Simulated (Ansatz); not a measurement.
Runs of Ansatz 0.2.0 on Br. The structure is tetragonal, space group I4/mmm (No. 139). Conventional cell: a = 2.847 Å, b = 2.847 Å, c = 7.155 Å, α = 90.00°, β = 90.00°, γ = 90.00°. Br (site symmetry 4/mmm) is surrounded by 4 Br at 2.85 Å. 

```csv
task,level,potentials or basis,spin,cell,k mesh,cutoff (eV),smearing,basis xc grid,scf convergence dr2 threshold,basis error allowed,other keys,mesh quality,gap on the mesh (eV),pressure (GPa)
single point,LDA,all-electron PAW datasets made for the crystal,off,as given,13 × 13 × 13,200,fermi-dirac 0.025 eV,-,-,-,-,not flagged,none,-2.6
single point,PBE+D4,"all-electron LAPW, scalar-relativistic","collinear, random start",volume scaled by 1.15,13 × 13 × 13,178,methfessel-paxton 0.1 eV,-,-,0.0005 eV/atom,-,not flagged,none,-3.7
single point,PBE,"all-electron LAPW, scalar-relativistic",off,as given,6 × 6 × 6,168,fermi-dirac 0.02 eV,-,-,0.002 eV/atom,-,coarse,none,(a)
electrostatic potential,RPBE+D4,all-electron PAW datasets made for the crystal,off,cell strained at random,13 × 13 × 13,180,fermi-dirac 0.1 eV,2,1e-09,-,basis.xc_grid = 2; scf.convergence.dr2_threshold = 1e-09,not flagged,none,0.8
```

Q: Fill in the values left out.

A: (a) 1.7.

Caveats: some runs use coarse meshes; an odd number of electrons without spin polarisation forces a metal (some runs); a magnetic or distorted state may lie lower (some runs); pairwise dispersion overbinds metals, which lowers pressure and volume (some runs); the starting moments weren't kept (some runs).

A k mesh can miss the band edges, and the runs leave out spin-orbit coupling on Br.

A gap of «none» marks a metal or a gap under the smearing width.

The runs don't all hold the same shells in valence.
